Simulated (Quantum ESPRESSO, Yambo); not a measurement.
Planning a run of Yambo 5.3.0 on GaN (P6_3mc). The input:

```
HF_and_locXC
gw0
dyson
cohsex
em1s
rim_cut
RandQpts= 1000000
RandGvec= 1 RL
EXXRLvcs= 104 Ry
VXCRLvcs= 416 Ry
Chimod= "HARTREE"
% BndsRnXs
 1 | 102 |
%
NGsBlkXs= 11.5 Ry
% LongDrXs
 1 | 1 | 1 |
%
% GbndRnge
 1 | 102 |
%
DysSolver= "n"
ExtendOut
% QPkrange
 1 | 1 | 25 | 28 |
%
```

The database entry behind the starting cell differs from later determinations by our own check (about 0.3 % short, ideal inner coordinate), so it need not match the best structure at ambient conditions.

```sh
OMP_NUM_THREADS=1 mpirun -n 4 yambo -F gw4.in -J gw4 -C gw4 > gw4.log
```

The stored states that it reads are on a 6×6×4 mesh. The structure is hexagonal, space group P6_3mc (No. 186). The conventional cell has a = 3.180 Å, b = 3.180 Å, c = 5.166 Å, α = 90.00°, β = 90.00°, γ = 120.00°. Nearest to Ga lie 4 N at 1.94 to 1.95 Å. N has 4 Ga at 1.94 to 1.95 Å nearest. Farther neighbours and most contacts between anions are not listed.

**Question.** Estimate wall time and host memory on 4 MPI ranks of Arm Neoverse V2, shared host.

It took 8.6 min; on shared hardware allow 4.3 min to 17 min. Peak host memory was 3.8 GiB.

The screening grows as filled bands × empty bands × pairs of k points, times the square of the screening basis for the matrix.

[Paths, hosts, dates, memory and timing lines, banners, echoed tables and standing remarks are left out of the program output.]

[Logs are printed without paths, hosts, clocks, repeated set-up lines and the standing remarks that a program may print on its own settings, such as how far it seeks lower states.]

[Runs of the session that timed out or met a known fault of the program may be left out.]

[Hosts, paths, dates, database ids (printed as entryN), source tags and the programs' standing remarks are cut or masked in the printed files.]
